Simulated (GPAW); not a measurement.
# CdSe: single point with PBE

The system is CdSe.

```
Cd Se
1.0
     0.00000    2.87396    2.87396
     2.87396    0.00000    2.87396
     2.87396    2.87396    0.00000
Cd Se
1 1
Direct
  0.00000 0.00000 0.00000
  0.50000 0.50000 0.50000
```

Measurements of this composition are mostly on another form, of space group No. 186.

| Quantity | Value |
| --- | --- |
| Program | GPAW 26.7.0 |
| Task | single point |
| Functional | PBE |
| Potentials or basis | GPAW PAW data sets (gpaw-data 1.2.1) |
| Cutoff | 450 eV |
| Basis | pw |
| k mesh | 7 × 7 × 7 |
| Occupations | fermi-dirac, width 0.05 eV |
| Spin | no spin polarisation |

```
Pressure               : -1.4 GPa
Band gap on the k mesh : none (metal or under the smearing width)
```

Levels at points of the mesh, in eV from the Fermi level:
```csv
k point,band 7,band 8,band 9,band 10,band 11,band 12
"(0.00, 0.00, 0.00)",-0.68,-0.68,-0.68,0.04,8.63,8.63
```

Run time: 6.3 s on 1 thread of Arm Neoverse V1, with other jobs on the host, peak memory 0.14 GiB.

Caveat: the cutoff is short for stress and forces, so pressures can be off by a GPa or more.
